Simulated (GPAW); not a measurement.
Ge:

```
Ge
1.0
     1.39715   -2.60052    0.00000
     1.39715    2.60052    0.00000
     0.00000    0.00000    2.69823
Ge
1
Cartesian
  1.3971 0.0000 0.0000
```

This isn't the form of Ge at room conditions, which is diamond.

Base run:

```yaml
Program: GPAW 26.7.0
Functional: PBEsol
Potentials_or_basis: PAW data sets generated in the run's folder for this functional
Cutoff: 600 eV
Basis: pw
k_mesh: 11 × 11 × 10
Occupations: gaussian, width 0.05 eV
Spin: no spin polarisation
```

Its results: band gap on the k mesh none (metal or under the smearing width); pressure -4.3 GPa.

Question: The run is repeated on the same cell with these changes: functional from PBEsol to PBE; potentials or basis from PAW data sets generated in the run's folder for this functional to GPAW PAW data sets (gpaw-data 1.2.1). What comes out?

Answer: Band gap on the k mesh none (metal or under the smearing width); pressure -0.8 GPa.
